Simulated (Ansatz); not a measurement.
# Reading a calculation: AgBr

**What was measured.** A cell as deposited of cubic AgBr (space group Fm-3m), temperature not stated, from the Crystallography Open Database (1963), has a = 5.774 Å and 24.07 Å³/atom.

Computed with Ansatz (plane waves, PAW, 420 eV cutoff): PBE, scalar-relativistic, no spin polarisation, 10×10×10 k-mesh, Gaussian smearing of 0.05 eV. The datasets are Ansatz's generated set soft_2.

The chain of runs began from a cell as deposited in COD, expanded in volume.

The relaxed structure (symmetry read at 0.01 Å). The structure is cubic, space group Fm-3m (No. 225). The conventional cell has a = 5.841 Å, b = 5.841 Å, c = 5.841 Å, α = 90.00°, β = 90.00°, γ = 90.00°. Ag (site symmetry m-3m) is surrounded by 6 Br at 2.92 Å. Around Br (site symmetry m-3m) lie 6 Ag at 2.92 Å. (Neighbours are counted to 15 % beyond the shortest distance.)

Question: Should it be a metal or an insulator?

Answer: Formal charges Ag⁺, Br⁻ balance and leave closed shells on every ion, so a band insulator is expected, and the gap is 0.69 eV.

Question: What kind of gap is it?

Answer: It is indirect: 0.69 eV, against 2.44 eV for the smallest direct gap. Within 0.6 eV of the edges the projected states are 58 % Br 4p at the top of the valence band and 69 % Ag 5s at the bottom of the conduction band. The valence edge mixes anion p with metal states, so the bond is partly covalent and the gap isn't a plain transfer from Br to Ag.

Question: What fixes the bond lengths?

Answer: Shannon's ionic radii give a check on the bond lengths: Ag⁺ with 6 neighbours 1.15 Å + Br⁻ 1.96 Å = 3.11 Å against a computed mean of 2.92 Å. The largest miss is -6 %; bonds shorter than the sum are usual where the bond is partly covalent, as with large, soft anions.

Question: How ionic is it?

Answer: Bader charges against formal ones: Ag +0.48 (+1), Br −0.48 (−1). The cations give up 48 % of the formal charge; Bader charges stay under formal ones because the anions' density reaches into the cations' basins, the more so the higher the formal charge and the softer the anion.

Question: How stiff is it, in energy terms?

Answer: B0·V0 = 38.8 GPa × 24.91 Å³ = 6.03 eV/atom sets the scale: near the minimum ΔE ≈ ½ B0 V0 x², with x = V/V0 − 1, and a pressure of 0.4 GPa squeezes the volume by about 1 %. At the ends of the curve: x = −4.0 % predicts 4.9 meV/atom and the run gives 5.3; x = +4.0 % predicts 4.8 meV/atom and the run gives 4.4. Compression costs more and expansion less than the parabola says, since the crystal stiffens as it shrinks; B0′ measures that.

All results together:

```
Volume                                                : 24.90 Å³/atom
Band gap                                              : 0.69 eV
Smallest direct gap                                   : 2.44 eV
Bader charges                                         : Ag 0.48; Br -0.48 e
Formation energy from the elements (0 K, uncorrected) : -0.31 eV/atom
Bulk modulus (Birch–Murnaghan)                        : 39 GPa
Pressure derivative B0′                               : 5.4
```

**Comparison.** The computed cell (5.841 Å, 24.90 Å³/atom) differs from the database's by +3.5 % in volume, about +1.1 % in length. PBE usually overestimates volumes by a few per cent. The static lattice also lacks zero-point motion and thermal expansion, roughly 1.3 to 3.2 % in volume at 300 K (room temperature assumed) by Grüneisen's rule, γ·3k_BT/(B0·V0) with γ of 1 to 2.5, so its own overestimate is larger than the figure.

Kohn–Sham gaps of semilocal functionals lie under measured ones, often by a third or more.
